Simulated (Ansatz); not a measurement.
# SiC (Moissanite) (P6_3mc) in Ansatz: further runs

The runs below take SiC (Moissanite) through single point, relaxation of cell and atoms, with PBE, revPBE+D4, BPBE.

Everything below comes from runs of Ansatz 0.2.0. Logs are shortened: lines on timing, memory, paths and dates and some standing lists are left out, and cuts for length are marked.

### 1 The crystal as given

The structure is hexagonal, space group P6_3mc (No. 186). The conventional cell has a = 3.076 Å, b = 3.076 Å, c = 5.048 Å, α = 90.00°, β = 90.00°, γ = 120.00°. Si (site symmetry 3m) is surrounded by 4 C at 1.87 to 1.94 Å. C (site symmetry 3m) is surrounded by 4 Si at 1.87 to 1.94 Å.

### 2 Single point, PBE

input.yaml

```yaml
crystal:
  lattice:
    - [3.076, 0.0, 0.0]
    - [-1.538, 2.663894142, 0.0]
    - [0.0, 0.0, 5.048]
  atoms:
    - { symbol: Si, position: [0.6666666667, 0.3333333333, 0.5] }
    - { symbol: Si, position: [0.3333333333, 0.6666666667, 0.0] }
    - { symbol: C, position: [0.6666666667, 0.3333333333, 0.885] }
    - { symbol: C, position: [0.3333333333, 0.6666666667, 0.385] }
hamiltonian:
  xc: pbe
  pseudopotentials: { kind: paw }
kpoints:
  mp_grid: { grid: [6, 6, 3] }
scf:
  occupations: { method: fermi_dirac, width: 0.05 }
output:
  forces: true
  stress: true
  eigenvalues: true
```

Potentials or basis: Ansatz PAW.

Launch:

```sh
ansatz run input.yaml --threads 2 --pin off --max-ram 5120MiB --backend cpu --events-out ev --progress --plain --runs-dir out
```

Standard output:

```text
Warning: RAYON_NUM_THREADS=2 ignored (pool sized by the plan → 2); use --threads N
Engine: ansatz 0.2.0, aarch64-unknown-linux-gnu
Pseudopotentials: kind: paw
Pseudopotential: Si, paw, valence charge 4, recommended cutoff 420 eV (normal), Si.paw.azcp
Pseudopotential: C, paw, valence charge 4, recommended cutoff 420 eV (normal), C.paw.azcp
Functional definition: PBE
  parameter kappa = 0.804
  parameter beta = 0.06672455060314922
  exchange = pbe_x(kappa = kappa, mu = beta*pi^2/3)
  correlation = pbe_c(beta = beta)
Crystal: 4 atoms, lattice volume = 41.364 Å³
Basis set: ecut = 420 eV, 785 PW (Γ), exchange–correlation on 48×48×72 points (8 copies of the dense FFT grid, shifted against one another)
Bands: 12, of which v1, the nominal top of the filled ones, is band 8 counted from 1 (7 counted from 0)
Symmetry: 12 space group operations
Space group: P63mc (ITA 186), of the structure as read, at distance tolerance 3.5e-5 Å
k-points: 14 of 108 (time reversal used)
Non-local potential: Si, projectors of the file, l = 0: 2, l = 1: 2, l = 2: 2
Non-local potential: C, projectors of the file, l = 0: 2, l = 1: 2, l = 2: 1
PAW form: soft (Blöchl's): semilocal exchange-correlation on the pseudo side does not see the compensation charge
PAW one-centre angular grid: Si, 110 points (default); XC on 64 Gauss nodes
PAW one-centre angular grid: C, 110 points (default); XC on 64 Gauss nodes
Initial density: superposition of atomic densities (neutral atoms: chi_scale 0, normalization atom), corrected by the library's trained network
Initial wavefunctions: pseudopotential atomic-orbital guess
Functional: x = pbe(κ = 0.804, μ = 0.2195149727645171), c = pbe(β = 0.06672455060314922)
SCF iter   1: F=—  HF=-1774.248751 eV  |F-HF|=—  |Δ(HF+E_count)|=         —  Δρ=2.10e-3  dr2=1.82e-3  ethr=1.77e-3  ⟨swp⟩=5.2  Hψ=1104  notcnv=0
preconditioner: auto → none  [insulator: Δε(μ)=2.299 eV  Ē_g=11.914 eV  σ=0.050 eV  W_gap=1.00  n_scr=2 (ndim 8)  ℏωp=23.1 eV  f_vac=0.000  D(μ)=0.00/eV (n_scr^D=0)  ε∞_Penn≈4.8]
SCF iter   2: F=—  HF=-1774.248911 eV  |F-HF|=—  |Δ(HF+E_count)|=   1.60e-4  Δρ=7.86e-4  dr2=1.39e-4  ethr=1.14e-5  ⟨swp⟩=2.3  Hψ=395  notcnv=0
SCF iter   3: F=—  HF=-1774.248955 eV  |F-HF|=—  |Δ(HF+E_count)|=   4.42e-5  Δρ=3.55e-4  dr2=1.91e-5  ethr=8.72e-7  ⟨swp⟩=2.0  Hψ=252  notcnv=0
SCF iter   4: F=—  HF=-1774.248977 eV  |F-HF|=—  |Δ(HF+E_count)|=   2.26e-5  Δρ=6.91e-5  dr2=8.66e-7  ethr=1.20e-7  ⟨swp⟩=2.2  Hψ=264  notcnv=0
iter 5 did not close the SCF: its close was put off for the readings that it lacked (scf_convergence_deferred on its scf_iter line)
SCF iter   5: F=-1774.248979 eV  HF=-1774.248979 eV  |F-HF|=1.79e-8  |Δ(HF+E_count)|=   1.59e-6  Δρ=7.57e-6  dr2=1.12e-8  ethr=5.41e-9  ⟨swp⟩=2.2  Hψ=279  notcnv=0
SCF iter   6: F=-1774.248979 eV  HF=-1774.248979 eV  |F-HF|=2.10e-10  |Δ(HF+E_count)|=   2.10e-8  Δρ=7.37e-7  dr2=1.04e-10  ethr=7.02e-11  ⟨swp⟩=2.0  Hψ=577  notcnv=0
SCF 1 converged in 6 iterations: F = -1774.248979 eV  dr2 = 1.04e-10
SCF converged after 6 iterations
Free energy (F): -1774.248979 eV
Harris-Foulkes:  -1774.248979 eV  (|F-HF|=2.10e-10)
Internal energy: -1774.248979 eV  (E = F + TS)
E sigma→0 (E₀):  -1774.248979 eV
Fermi energy:    10.932248 eV
--- Per-component energies (eV) ---
  E_band       = 57.563239
  E_kinetic    = 271.868505
  E_local      = -211.157090  (includes V_loc(G=0)·N_el)
  E_nonlocal   = 103.664050
  E_hartree    = 65.272926
  E_xc         = -211.134523
  E_vxc        = -218.908728  (∫ρ·V_xc dr)
  E_paw        = -1224.191989  (= ΣΔE_a)
  E_vpaw       = -18.449339  (= ΣTr[D̂ρ^β])
  E_aug_tail   = 0.000028  (compensation charges beyond the density's cutoff)
  E_ewald      = -568.570884
  E_smearing   = -0.000000  (= −TS)
  E_closure    = -0.000000  (closes the sum)
  Σ components = -1774.248979   (vs F -1774.248979, Δ=0.00e0)
--- Forces (eV/Å), atoms counted from 1 ---
  atom   1  Si     0.00000000     0.00000000     0.74983880
  atom   2  Si     0.00000000    -0.00000000     0.74983880
  atom   3  C      0.00000000     0.00000000    -0.74984282
  atom   4  C     -0.00000000    -0.00000000    -0.74984282
  max |Σ_I F_I| component: 8.04e-6 eV/Å
--- Stress (GPa, compression-positive) ---
        5.325906      -0.000000       0.000000
       -0.000000       5.325906       0.000000
        0.000000       0.000000       0.473432
  P = ⅓ Tr σ = 3.7084 GPa (37.084 kbar)
--- Band table (eV; the first three rows and the last of 14) ---
  k-point 0: bands = ["-5.9392", "-2.4363", "1.0933", "8.2320", "8.2320", "9.5127", "9.5127", "9.7893", "14.4040", "15.7984", "16.2910", "16.2910"]
  k-point 1: bands = ["-5.4027", "-3.8905", "3.4289", "7.2981", "8.5161", "8.5161", "9.1530", "9.1530", "14.8991", "16.2414", "16.5339", "16.5339"]
  k-point 2: bands = ["-5.4593", "-2.0296", "1.5329", "6.0747", "7.5518", "7.9503", "9.2150", "9.4198", "14.4979", "16.3114", "16.7417", "16.8637"]
  k-point 13: bands = ["-1.2120", "-1.2120", "2.1366", "2.1366", "3.3479", "4.6579", "7.4823", "7.4823", "14.0611", "15.3466", "15.3466", "17.0987"]
```

Run time: 0.58 s. Hardware: 2 threads of Arm Neoverse V1, shared host; peak memory 0.27 GiB.

What came out:

```yaml
Free_energy: -1774.2490 eV
Pressure: 3.7 GPa
Largest_force: 0.750 eV/Å
Band_gap_on_the_k_mesh: 2.32 eV, indirect (least direct gap 4.08 eV)
```

Forces in eV/Å, atoms in the order of the input:
```
Si   0.000  0.000  0.750
Si   0.000  0.000  0.750
C    0.000  0.000 -0.750
C    0.000  0.000 -0.750
```

Caveat: odd divisions of the mesh miss points on the zone boundary, where band edges often lie, so the gap on the mesh can be too wide. A k mesh can miss the band edges.

### 3 Relaxation of cell and atoms, revPBE+D4

Changes to input.yaml since step 2:

```diff
@@ -11,6 +11,7 @@
 hamiltonian:
-  xc: pbe
+  xc: revpbe
   pseudopotentials: { kind: paw }
+  dispersion: d4
 kpoints:
-  mp_grid: { grid: [6, 6, 3] }
+  mp_grid: { grid: [10, 10, 5] }
 scf:
@@ -20,2 +21,5 @@
   stress: true
-  eigenvalues: true
+relax:
+  f_tol: 0.01
+  max_steps: 40
+  cell: { stress_tol: 0.05 }
```

Potentials or basis: Ansatz PAW.

Launch:

```sh
ansatz run input.yaml --threads 2 --pin off --max-ram 5120MiB --backend cpu --events-out ev --progress --plain --runs-dir out
```

Run time: 6.4 s. Hardware: 2 threads of Arm Neoverse V2, shared host; peak memory 0.32 GiB.

The run converged. Its results:

```
Free energy                            : -1783.1086 eV
Relaxed volume                         : 10.20 Å³/atom
Relaxed cell                           : a = 3.061 Å, b = 3.061 Å, c = 5.026 Å, α = 90.00°, β = 90.00°, γ = 120.00°
Space group after relaxing (to 0.05 Å) : P6_3mc (No. 186)
Energy gained by relaxing              : 10.4 meV/atom
Ionic steps                            : 6
Pressure after relaxing                : 0.0 GPa
Band gap on the k mesh                 : 2.43 eV
```

Step by step:
```
step  energy change (eV)  largest force (eV/Å)  volume (Å³)
   1              0.0000                0.7387        41.36
   2             -0.0257                0.4446        41.07
   3             -0.0306                0.3203        40.56
   4             -0.0425                0.0003        40.79
   5             -0.0425                0.0002        40.78
   6             -0.0416                0.0003        40.78
```

Final structure:
```
Si C
1.0
     3.06119    0.00000    0.00000
    -1.53060    2.65107    0.00000
     0.00000    0.00000    5.02557
Si C
2 2
Direct
  0.66667 0.33333 0.50467
  0.33333 0.66667 0.00467
  0.66667 0.33333 0.88033
  0.33333 0.66667 0.38033
```

Caveat: odd divisions of the mesh miss points on the zone boundary, where band edges often lie, so the gap on the mesh can be too wide; the plane-wave basis is chosen anew once the cell has moved, so the energies of steps on either side of that aren't comparable; the PAW data sets come from PBE, with cores solved anew for the run's functional, which leaves a small shift of forces and pressure. A k mesh can miss the band edges.

(Continued in part 2 of 2.)
